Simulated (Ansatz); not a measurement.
AlN: electrons, doping and thermopower

Plane-wave DFT in Ansatz, PBE, scalar-relativistic PAW potentials, cutoff 420 eV, no spin-orbit coupling; no spin polarisation. AlN in space group F-43m, which needn't be the usual phase of this composition. Boltzmann transport at 300 K in rigid bands with one relaxation time, bands interpolated from the k mesh 10×10×10; values are means over x, y, z.

| electrons (cm⁻³) | size of S (μV/K) | σ/τ (Ω⁻¹ m⁻¹ s⁻¹) |
| --- | --- | --- |
| 10^18 | 465.1 | 7.38e+16 |
| 10^19 | ? | 7.36e+17 |
| 10^20 | 103.4 | 7.24e+18 |
| 10^21 | 25.1 | 6.54e+19 |

Question: Take the lowest doping as non-degenerate: get the effective density of states and the masses, and predict the missing S.

Answer: For parabolic bands and one τ, |S| = (k_B/e)(5/2 − η) with k_B/e = 86.17 μV/K and n = N e^η. The first row gives η = -2.90, N = 1.81×10¹⁹ cm⁻³ and, from N = 2.509×10¹⁹ cm⁻³ × m_d^(3/2), a density-of-states mass of 0.81 mₑ (all valleys and bands together). σ/τ = ne²/m_c gives a conductivity mass of 0.38 mₑ; m_d is 2.1 times m_c, the sign of several valleys, several bands or anisotropy. A decade of doping costs (k_B/e) ln 10 = 198.4 μV/K, which predicts 267 μV/K; the run gave 270.4. There η is about -0.6, where Fermi statistics begin to count, but their first corrections to η and to the mean carrier energy nearly cancel, so the rule still holds. At 10^21 cm⁻³ the rule would give -130 μV/K against 25.1: the gas is degenerate there. Scattering that depends on energy changes the 5/2, and whether such doping can be reached wasn't computed.

Cost: about 0.79 core-minutes for the runs cited, on AMD EPYC 9R45 (Zen 5) (shared hosts).